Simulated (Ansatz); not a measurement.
## In: two-dimensional strain map

Level of theory: Ansatz, DFT PBEsol, scalar-relativistic, plane waves, PAW. The runs took a 420 eV cutoff, a Γ-centred 20×20×20 mesh and Gaussian smearing (0.15 eV). No spin polarisation. Energies are free energies at this smearing, counted from the undisturbed cell; pressure is positive in compression.

The undisturbed cell (as given, not relaxed at this level; it stands at -0.9 GPa):

```xyz
1
Lattice="-1.6261 1.6261 2.4739 1.6261 -1.6261 2.4739 1.6261 1.6261 -2.4739" Properties=species:S:1:pos:R:3 pbc="T T T"
In    0.0000    0.0000    0.0000
```

The cell is strained by p along both x and y and by q along z, fractional coordinates fixed. Points are written (p, q).

Energy above the undisturbed cell in meV/atom (a dash: not computed):

```csv
p \ q,-0.030,-0.015,0.000,0.015,0.030
-0.030,16.6,9.4,4.2,0.7,-0.7
-0.015,3.6,0.3,-1.1,-0.9,0.6
0.000,-1.8,-1.8,0.0,3.4,8.0
0.015,-0.3,2.7,7.1,13.1,20.4
0.030,7.2,12.9,19.8,28.0,37.5
```

Pressure in GPa:

```csv
p \ q,-0.030,-0.015,0.000,0.015,0.030
-0.030,3.7,2.7,1.9,1.1,0.4
-0.015,1.9,1.1,0.4,-0.3,-0.9
0.000,0.4,-0.3,-0.9,-1.5,-2.0
0.015,-0.9,-1.5,-2.0,-2.5,-3.0
0.030,-2.1,-2.5,-3.0,-3.4,-3.7
```